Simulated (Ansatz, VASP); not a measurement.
# PtS2: VASP beside Ansatz

```
Pt S
1.0
     3.54320    0.00000    0.00000
    -1.77160    3.06850    0.00000
     0.00000    0.00000    5.03880
Pt S
1 2
Direct
  0.00000 0.00000 0.00000
  0.66667 0.33333 0.77300
  0.33333 0.66667 0.22700
```

Alike in both runs: task relaxation of cell and atoms; functional PBEsol; dispersion D4; k mesh 9 × 9 × 5; occupations fermi-dirac, width 0.05 eV; no spin polarisation.

```csv
,VASP,Ansatz
version,VASP 6.6.1,Ansatz 0.2.0
potentials or method,"VASP PAW PBE potentials, release 64 (Pt, S)",Ansatz PAW
plane-wave cutoff (eV),600,420
valence electrons in the cell,22,30
```

|  | VASP | Ansatz | Ansatz less VASP |
| --- | --- | --- | --- |
| relaxed volume (Å³/atom) | 16.48 | 16.44 | -0.044 |
| relaxed cell length with the largest relative difference (Å) | 4.493 | 4.477 | -0.0158 |
| energy change over the relaxation (meV/atom) | -42 | -45 | -2.8 |

The two sets of potentials don't hold the same shells in valence.

Caveats: the PAW data sets were made with another functional, which shifts forces and pressure a little (VASP); pairwise dispersion overbinds metals, which lowers pressure and volume (VASP); the plane-wave basis is chosen anew once the cell has moved, so the energies of steps on either side of that aren't comparable (Ansatz); the PAW data sets come from PBE, with cores solved anew for the run's functional, which leaves a small shift of forces and pressure (Ansatz). The runs have no spin-orbit coupling, so splittings on Pt are missing.
